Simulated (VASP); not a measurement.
Input of a VASP 6.6.1 run:

Contents of INCAR:

```
SYSTEM = ScAl3
ALGO = Fast ; EDIFF = 1E-7
EDIFFG = -0.005 ; ENCUT = 600
GGA = PS ; IBRION = 2
ISIF = 3 ; ISMEAR = 0
LASPH = .TRUE. ; LCHARG = .FALSE.
LREAL = .FALSE. ; LWAVE = .FALSE.
NELM = 100 ; NSW = 90
PREC = Accurate ; SIGMA = 0.1
```

The input KPOINTS:

```
k-points
0
G
  10 10 10
  0 0 0
```

POSCAR

```
ScAl3
1.0
    4.0878065700      0.0000000000      0.0000000000
    0.0000000000      4.0878065700      0.0000000000
    0.0000000000      0.0000000000      4.0878065700
Sc Al
1 3
Direct
    0.0000000000      0.0000000000      0.0000000000
    0.5000000000      0.0000000000      0.5000000000
    0.0000000000      0.5000000000      0.5000000000
    0.5000000000      0.5000000000      0.0000000000
```

Potentials or basis: VASP PAW PBE potentials, release 64 (Sc_sv, Al).

The run is started by

```sh
$ cat potpaw_PBE.64/Sc_sv/POTCAR potpaw_PBE.64/Al/POTCAR > POTCAR
$ mpirun -np 1 vasp_std > vasp.out
```

(1) Predict the space group after relaxing (to 0.05 Å).

(2) Estimate the band gap on the k mesh.

(3) What does it give for the relaxed volume?

(4) What does it give for the relaxed cell?

Answers

(1) Pm-3m (No. 221).

(2) none (metal or under the smearing width).

(3) 16.89 Å³/atom.

(4) a = 4.073 Å, b = 4.073 Å, c = 4.073 Å, α = 90.00°, β = 90.00°, γ = 90.00°.

Caveat: the PAW data sets were made with another functional, which shifts forces and pressure a little.
